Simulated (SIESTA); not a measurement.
MnO under changes of volume

One of the cells (14.197 Å³/atom); the others are scaled copies at fixed shape and fractional positions:

```
Mn O
1.0
     1.74546   -2.95257    0.00000
     1.74546    2.95257    0.00000
     0.00000    0.00000    5.50941
Mn O
2 2
Cartesian
  1.7455 -1.9195 5.4965
  1.7455 1.9195 2.7418
  1.7455 -1.9939 3.3933
  1.7455 1.9939 0.6386
```

The cell comes from a database or a generator and needn't be the stable form of this composition.

| Item | Value |
| --- | --- |
| Program | SIESTA 5.4.2 |
| Functional | PBEsol |
| Potentials or basis | PseudoDojo 0.4 standard (PBEsol files) |
| Basis | DZP (energy shift 0.003 Ry; two zetas on semicore shells) |
| Grid cutoff | 800 Ry |
| Energy shift | 0.003 Ry |
| k mesh | 9 × 9 × 5 |
| Occupations | fermi-dirac, width 0.05 eV |
| Spin | collinear spin, ferromagnetic start |
| Starting moments | [4.0, 4.0, 0.0, 0.0] μB |

| volume (Å³/atom) | energy over the lowest point (meV/atom) | pressure (GPa) | largest force (eV/Å) |
| --- | --- | --- | --- |
| 13.083 | 3.15 | 3.2 | 0.079 |
| 13.362 | 0.00 | 0.4 | 0.072 |
| 13.640 | 1.65 | -2.2 | 0.068 |
| 14.197 | 16.72 | -6.4 | 0.061 |
| 14.475 | ? | ? | ? |
| 14.753 | 45.26 | -9.9 | 0.070 |

Question: What does the run at 14.475 Å³/atom give?

Answer: Energy over the lowest point 29.46 meV/atom; pressure -8.3 GPa; largest force 0.064 eV/Å.

Worked out: A Birch-Murnaghan fit of order 3 (a polynomial in V^(-2/3)) to the other rows has its minimum at 13.40 Å³/atom with B0 = V·E''(V) = 126 GPa and B' = 4.2 at fixed shape and positions, which overstates the stiffness. It gives 29.50 meV/atom at 14.475 Å³/atom, against the run's 29.46, and -dE/dV = -8.2 GPa, against -8.3.

Energies are extrapolated to zero smearing.

Caveats: short orbitals over semicore shells can move pressures by several GPa; the basis of atomic orbitals isn't converged, which shifts pressures, moduli and gaps; only a ferromagnetic start was run, and an antiferromagnetic order may lie lower in energy.
